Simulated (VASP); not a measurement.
**TaS2: relaxation of cell and atoms with PBE**

The system is TaS2.

```
Ta S
1.0
     3.35000    0.00000    0.00000
    -1.67500    2.90119    0.00000
     0.00000    0.00000    5.86000
Ta S
1 2
Direct
  0.00000 0.00000 0.00000
  0.33333 0.66667 0.25000
  0.66667 0.33333 0.75000
```

```json
{
 "Program": "VASP 6.6.1",
 "Task": "relaxation of cell and atoms",
 "Functional": "PBE",
 "Potentials or basis": "VASP PAW PBE potentials, release 64 (Ta, S)",
 "Cutoff": "300 eV",
 "k mesh": "8 × 8 × 3",
 "Occupations": "methfessel-paxton, width 0.1 eV",
 "Spin": "no spin polarisation",
 "Further INCAR settings": "ALGO = Normal; EDIFF = 1e-06; IBRION = 2; EDIFFG = -0.01; NSW = 90; ISIF = 3"
}
```

```
Relaxed volume                         : 20.36 Å³/atom
Relaxed cell                           : a = 3.363 Å, b = 3.363 Å, c = 6.237 Å, α = 90.00°, β = 90.00°, γ = 120.00°
Space group after relaxing (to 0.05 Å) : P-3m1 (No. 164)
Energy gained by relaxing              : 38.2 meV/atom
Ionic steps                            : 18
Pressure after relaxing                : 0.0 GPa
Band gap on the k mesh                 : none (metal or under the smearing width)
```

Forces in eV/Å, atoms in the order of the input:
```
Ta   0.000  0.000  0.000
S    0.000  0.000  0.002
S    0.000  0.000 -0.002
```

Step by step:
```
step  energy change (eV)  largest force (eV/Å)  pressure (GPa)  volume (Å³)
   1              0.0000                1.2223            8.46        56.95
   2              0.2352                1.7943          -12.72        65.61
   3             -0.1003                0.0067           -0.79        59.82
   4             -0.1005                0.0350           -0.47        59.71
   5             -0.1089                0.0452           -0.21        59.46
   6             -0.1103                0.0975           -0.06        59.31
   7             -0.1108                0.0191            0.46        59.24
   8             -0.1108                0.0136            0.49        59.23
   9             -0.1112                0.0129            0.47        59.31
  10             -0.1121                0.0114            0.37        59.55
  11             -0.1135                0.0067            0.20        60.02
  12             -0.1145                0.0056           -0.10        60.97
  13             -0.1145                0.0076           -0.13        61.04
  14             -0.1147                0.0229            0.10        61.04
  15             -0.1147                0.0207            0.07        61.04
  16             -0.1147                0.0196            0.05        61.04
  17             -0.1147                0.0153           -0.13        61.10
  18             -0.1147                0.0022           -0.04        61.07
```

Final structure:
```
Ta S
1.0
     3.36256    0.00000    0.00000
    -1.68128    2.91206    0.00000
     0.00000    0.00000    6.23711
Ta S
1 2
Direct
  0.00000 0.00000 0.00000
  0.33333 0.66667 0.24668
  0.66667 0.33333 0.75332
```

Levels at points of the mesh, in eV from the Fermi level:
```
           k point  band 5  band 6  band 7  band 8  band 9  band 10  band 11  band 12
(0.00, 0.00, 0.00)   -3.77   -1.62   -0.66   -0.66    0.07     0.15     0.15     3.86
(0.50, 0.00, 0.00)   -4.32   -3.77   -3.23   -2.00   -0.92     2.48     3.04     4.31
```

Run time: 70 s on 1 thread of Intel(R) Xeon(R) Platinum 8375C CPU @ 2.90GHz (Ice Lake), on a shared host, peak memory 0.14 GiB.

Caveat: the cutoff is under 1.25 times the usual one of these potentials, so pressure, stress and relaxed cells hold a basis-set (Pulay) error; this functional lacks dispersion, which binds the layers, so the pressure and a relaxed spacing across them are unreliable. The run has no spin-orbit coupling, so splittings on Ta are missing.
